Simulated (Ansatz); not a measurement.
**VO2 under changes of volume**

One of the cells (10.308 Å³/atom); the others are scaled copies at fixed shape and fractional positions:

```
V O
1.0
     4.50720    0.00000    0.00000
     0.00000    4.50720    0.00000
     0.00000    0.00000    3.04445
V O
2 4
Cartesian
  2.2536 2.2536 1.5222
  0.0000 0.0000 0.0000
  0.9031 3.6041 1.5222
  3.6041 0.9031 1.5222
  3.1567 3.1567 0.0000
  1.3505 1.3505 0.0000
```

The cell is a database's computed one.

* Program: Ansatz 0.2.0
* Functional: PBE
* Potentials or basis: SPMS NC
* Cutoff: 1034 eV (not typed: the program's choice for these potentials)
* k mesh: 6 × 6 × 9
* Occupations: fermi-dirac, width 0.05 eV
* Spin: collinear spin, ferromagnetic start
* Starting moments: [2.0, 2.0, 0.0, 0.0, 0.0, 0.0] μB

```csv
volume (Å³/atom),energy over the lowest point (meV/atom),pressure (GPa),largest force (eV/Å)
9.689,3.21,5.4,0.227
9.896,0.00,0.0,0.233
10.102,3.24,-4.7,0.239
10.308,12.26,-9.0,0.243
10.514,26.41,-12.7,0.248
10.720,45.14,-16.1,0.252
10.926,?,?,?
```

Question: What does the run at 10.926 Å³/atom give?

Answer: Energy over the lowest point 67.95 meV/atom; pressure -19.1 GPa; largest force 0.255 eV/Å.

Worked out: A Birch-Murnaghan fit of order 3 (a polynomial in V^(-2/3)) to the other rows has its minimum at 9.89 Å³/atom with B0 = V·E''(V) = 241 GPa and B' = 4.5 at fixed shape and positions, which overstates the stiffness. It gives 67.97 meV/atom at 10.926 Å³/atom, against the run's 67.95, and -dE/dV = -19.2 GPa, against -19.1.

Energies are extrapolated to zero smearing.
